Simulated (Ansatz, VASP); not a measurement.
# NaH in VASP and in Ansatz

```
CELL_PARAMETERS angstrom
0.11431 2.44000 2.44000
2.44000 0.11431 2.44000
2.55431 2.55431 0.00000
ATOMIC_POSITIONS crystal
Na 0.00000 0.00000 0.00000
H 0.50000 0.50000 0.50000
```

Change from the starting cell: strain +0.0937 x Voigt [0, 0, 0, 0, 0, 1], atoms carried along.

Alike in both runs: task single point; functional r2SCAN; k mesh 8 × 8 × 8; occupations gaussian, width 0.05 eV; no spin polarisation.

|  | VASP | Ansatz |
| --- | --- | --- |
| version | VASP 6.6.1 | Ansatz 0.2.0 |
| potentials or method | VASP PAW PBE potentials, release 64 (Na_pv, H) | scalar-relativistic, plane waves, PAW |
| plane-wave cutoff (eV) | 520 | 500 |
| valence electrons in the cell | 8 | 10 |

VASP gave:

| Property | Result |
| --- | --- |
| gap on the k mesh at the Fermi level (eV) | 4.01 |
| least direct gap on the mesh (eV) | 5.05 |
| pressure (GPa) | -1.4 |
| largest component of the traceless stress (GPa) | 2.17 |

Q: Estimate Ansatz's values.

A: gap on the k mesh at the Fermi level (eV): 4.00; least direct gap on the mesh (eV): 5.06; pressure (GPa): -1.1; largest component of the traceless stress (GPa): 2.18.

The two sets of potentials don't hold the same shells in valence.

Caveats: the PAW data sets were made with another functional, which shifts forces and pressure a little (VASP). A k mesh can miss the band edges.
